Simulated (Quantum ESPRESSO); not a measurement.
Runs of Quantum ESPRESSO 7.5 on MoS2. The structure is trigonal, space group R3m (No. 160). The conventional cell has a = 3.163 Å, b = 3.163 Å, c = 18.370 Å, α = 90.00°, β = 90.00°, γ = 120.00°. Mo (site symmetry 3m) is surrounded by 6 S at 2.36 Å. S (site symmetry 3m) has 3 Mo at 2.36 Å as nearest neighbours. Around S (site symmetry 3m) lie 3 Mo at 2.36 Å. Measurements of this composition are mostly on another form, of space group No. 194.

```tsv
level	form of the LDA correlation	gap on the mesh (eV)	pressure (GPa)	moment (μB)	largest force (eV/Å)
revPBE+U	-	0.65	11.2	0.00	(b)
PW91+U	-	0.63	(c)	0.00	1.33
PBEsol+U	-	0.61	4.8	0.00	1.04
LDA+U	PZ81	0.59	(a)	0.00	0.98
RPBE+U	-	0.65	(d)	0.00	1.32
```

Alike in all rows: task single point; potentials or basis SPMS 1.0 PBE; spin collinear, antiferromagnetic start; Mo d U = 2 eV; cell as given; k mesh 2 × 3 × 4; cutoff (eV) 952; smearing gaussian 0.05 eV; the mesh is coarse, so values aren't converged.

Q: Estimate the missing entries.

A: (a) 2.9; (b) 1.31; (c) 10.0; (d) 11.8.

Caveats: all runs use coarse meshes; the potentials were made for another functional, which shifts forces and pressure; an odd mesh through Γ misses points on the zone boundary, where band edges often lie.

A k mesh can miss the band edges, and the runs leave out spin-orbit coupling on Mo.
